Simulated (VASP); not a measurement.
A run of VASP 6.6.1 is set up as follows.

Contents of INCAR:

```
SYSTEM = CdSe
PREC = Accurate ; ENCUT = 520
EDIFF = 1E-6 ; ISMEAR = 0
SIGMA = 0.02 ; LREAL = .False.
LASPH = .True. ; NELM = 60
ALGO = Normal ; ISIF = 2
LWAVE = .False. ; LCHARG = .False.
LNONCOLLINEAR = .True. ; MAGMOM = 0 0 0 0 0 0 0 0 0 0 0 0
LORBIT = 11 ; LSORBIT = .True.
GGA_COMPAT = .False. ; METAGGA = R2SCAN
LMIXTAU = .True. ; KPAR = 2
```

Contents of KPOINTS:

```
Automatic mesh
0
Gamma
  6 6 4
  0 0 0
```

File POSCAR:

```
CdSe
1.0
    4.3000000000      0.0000000000      0.0000000000
   -2.1500000000      3.7239092363      0.0000000000
    0.0000000000      0.0000000000      7.0200000000
Cd Se
2 2
Direct
    0.6666666667      0.3333333333      0.5000000000
    0.3333333333      0.6666666667      0.0000000000
    0.6666666667      0.3333333333      0.8850000000
    0.3333333333      0.6666666667      0.3850000000
```

Contents of KPOINTS_OPT:

```
path GMKGALHA,LM,KH
10
line-mode
reciprocal
 0.0000000000  0.0000000000  0.0000000000  G
 0.5000000000  0.0000000000  0.0000000000  M

 0.5000000000  0.0000000000  0.0000000000  M
 0.3333333333  0.3333333333  0.0000000000  K

 0.3333333333  0.3333333333  0.0000000000  K
 0.0000000000  0.0000000000  0.0000000000  G

 0.0000000000  0.0000000000  0.0000000000  G
 0.0000000000  0.0000000000  0.5000000000  A

 0.0000000000  0.0000000000  0.5000000000  A
 0.5000000000  0.0000000000  0.5000000000  L

 0.5000000000  0.0000000000  0.5000000000  L
 0.3333333333  0.3333333333  0.5000000000  H

 0.3333333333  0.3333333333  0.5000000000  H
 0.0000000000  0.0000000000  0.5000000000  A

 0.5000000000  0.0000000000  0.5000000000  L
 0.5000000000  0.0000000000  0.0000000000  M

 0.3333333333  0.3333333333  0.0000000000  K
 0.3333333333  0.3333333333  0.5000000000  H
```

Potentials or basis: VASP PAW PBE potentials, release 64 (Cd, Se).

Run with:

```console
$ cat potpaw_PBE.64/Cd/POTCAR potpaw_PBE.64/Se/POTCAR > POTCAR
$ mpirun -np 2 vasp_ncl > vasp.out
```

(1) Estimate the pressure.

(2) Estimate the largest force.

Results:

(1) 1.8 GPa.

(2) 0.287 eV/Å.

Caveat: the PAW data sets were made with another functional, which shifts forces and pressure a little.
